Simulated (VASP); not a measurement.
Level of theory: PBE GGA, VASP's PBE PAW potentials (set 64) (plane waves; VASP 6.6.1).

The input files of a VASP run:

**POSCAR**
```
LiI
1
    0.0000000000     3.0100000000     3.0100000000
    3.0100000000     0.0000000000     3.0100000000
    3.0100000000     3.0100000000     0.0000000000
Li I
1 1
Direct
  0.0000000000   0.0000000000   0.0000000000
  0.5000000000   0.5000000000   0.5000000000
```

### KPOINTS
```
Automatic mesh
0
Gamma
6 6 6
0 0 0
```

INCAR:
```
# general
SYSTEM   =  LiI
PREC     =  Normal
ENCUT    =  500
LREAL    =  .FALSE.
LASPH    =  .TRUE.
NBANDS   =  120

# electronic loop
EDIFF    =  1E-8
NELM     =  1
ALGO     =  Exact

# smearing
ISMEAR   =  0
SIGMA    =  0.01

# functional
GGA      =  PE

# output
LWAVE    =  .TRUE.
LCHARG   =  .FALSE.

# other
LOPTICS  =  .TRUE.
```

POTCAR, in this order: Li_sv_GW I_GW (PBE.64 set). Program: vasp_std. Read from the step before: WAVECAR.

The resulting files:

File OSZICAR:
```
       N       E                     dE             d eps       ncg     rms          rms(c)
DIA:   1    -0.760872080597E+01   -0.76087E+01    0.00000E+00     0   0.000E+00
   1 F= -.76087208E+01 E0= -.76087208E+01  d E =0.000000E+00
 imaginary and real dielectric function
```

OUTCAR:
```


 plasma frequency squared (from intraband transitions) (eV^2)
  --------------------------------------------------------------------------------------
       0.000       0.000       0.000
       0.000       0.000       0.000
       0.000       0.000       0.000

 plasma frequency squared (from interband transitions, int dw w eps(2)(w)) (eV^2)
  --------------------------------------------------------------------------------------
     258.504       0.000      -0.000       0.000       0.000       0.000
      -0.000      -0.000     258.504       0.000       0.000      -0.000
       0.000      -0.000       0.000       0.000     258.504       0.000
```
(Selected blocks of OUTCAR.)

### OUTCAR
```
 val. band max:        1.9142152426   @ k =   0.0000   0.0000   0.0000

 cond. band min:       6.1491731176   @ k =   0.0000   0.0000   0.0000



 k-point     1 :       0.0000    0.0000    0.0000
  band No.  band energies     occupation
      1     -43.4420      2.00000
      2      -9.7142      2.00000
      3       1.9142      2.00000
      4       1.9142      2.00000
      5       1.9142      2.00000
      6       6.1492      0.00000
      7      10.2406      0.00000
      8      10.2406      0.00000
      9      10.2406      0.00000
     10      11.4753      0.00000
     11      11.4754      0.00000
     12      11.4754      0.00000
     13      12.6128      0.00000
     14      12.6128      0.00000
     15      12.7417      0.00000
     16      19.2485      0.00000
     17      26.0238      0.00000
     18      26.0238      0.00000
     19      26.0238      0.00000
     20      26.2475      0.00000
     21      26.2475      0.00000
     22      26.2475      0.00000
     23      27.8939      0.00000
     24      27.8939      0.00000
     25      27.8940      0.00000
     26      29.7812      0.00000
     27      29.7812      0.00000
     28      33.1437      0.00000
     29      33.1437      0.00000
     30      33.1438      0.00000
     31      34.3532      0.00000
     32      35.9201      0.00000
     33      37.3444      0.00000
     34      37.3444      0.00000
     35      37.6450      0.00000
     36      37.6450      0.00000
     37      37.6451      0.00000
     38      40.0224      0.00000
     39      40.0226      0.00000
     40      40.0226      0.00000
     41      41.1075      0.00000
     42      41.1075      0.00000
     43      41.1076      0.00000
     44      41.4775      0.00000
     45      41.4775      0.00000
     46      41.4775      0.00000
     47      43.7089      0.00000
     48      43.7089      0.00000
     49      43.7089      0.00000
     50      45.5235      0.00000
     51      45.5235      0.00000
     52      46.2198      0.00000
...
```

The density is held fixed in this step, so its total energy and stress have no physical meaning. Unless said otherwise, spin-orbit coupling is left out, though it shifts the bands of the heavy elements here.

The compound is LiI in the rock salt structure. The cell was not relaxed at this level.
